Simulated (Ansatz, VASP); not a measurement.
## NaH in VASP and in Ansatz

File INCAR:

```
PREC = Accurate
ENCUT = 520
EDIFF = 1E-6
ISMEAR = 0
SIGMA = 0.02
LREAL = F
LASPH = T
NELM = 80
ALGO = Normal
ISIF = 2
LWAVE = F
LCHARG = F
GGA = PS
NBANDS = 11
```

File KPOINTS:

```
regular mesh
0
Gamma
  8 8 8
```

The input POSCAR:

```
NaH
1.0
    0.0000000000      2.4400000000      2.4400000000
    2.4400000000      0.0000000000      2.4400000000
    2.4400000000      2.4400000000      0.0000000000
Na H
1 1
Direct
    0.0000000000      0.0000000000      0.0000000000
    0.5461065574      0.4538934426      0.5461065574
```

Input for Ansatz:

```yaml
crystal:
  lattice:
    - [0.0, 2.44, 2.44]
    - [2.44, 0.0, 2.44]
    - [2.44, 2.44, 0.0]
  atoms:
    - { symbol: Na, position: [0.0, 0.0, 0.0] }
    - { symbol: H, position: [0.5461065574, 0.4538934426, 0.5461065574] }
basis:
  ecutwfc: 420
kpoints:
  mp_grid: { grid: [8, 8, 8] }
hamiltonian:
  xc: pbesol
scf:
  occupations: { method: gaussian, width: 0.02 }
output:
  forces: true
  stress: true
  eigenvalues: true
```

Change from the starting cell: one atom moved.

Alike in both runs: task single point; functional PBEsol; k mesh 8 × 8 × 8; occupations gaussian, width 0.02 eV; no spin polarisation.

|  | VASP | Ansatz |
| --- | --- | --- |
| version | VASP 6.6.1 | Ansatz 0.2.0 |
| potentials or method | VASP PAW PBE potentials, release 64 (Na_pv, H) | scalar-relativistic, plane waves, PAW |
| plane-wave cutoff (eV) | 520 | 420 |
| valence electrons in the cell | 8 | 10 |

Ansatz gave:

```
gap on the k mesh at the Fermi level (eV)       : 3.51
least direct gap on the mesh (eV)               : 4.40
pressure (GPa)                                  : -0.8
largest component of the traceless stress (GPa) : 1.00
rms of the force components (eV/Å)              : 0.121
```

What did VASP give for the same quantities?

gap on the k mesh at the Fermi level (eV): 3.51; least direct gap on the mesh (eV): 4.40; pressure (GPa): -0.8; largest component of the traceless stress (GPa): 1.02; rms of the force components (eV/Å): 0.123.

Atom by atom the forces differ by 0.002 eV/Å (rms over components). The two sets of potentials don't hold the same shells in valence.

Caveats: the PAW data sets were made with another functional, which shifts forces and pressure a little (VASP). A k mesh can miss the band edges.
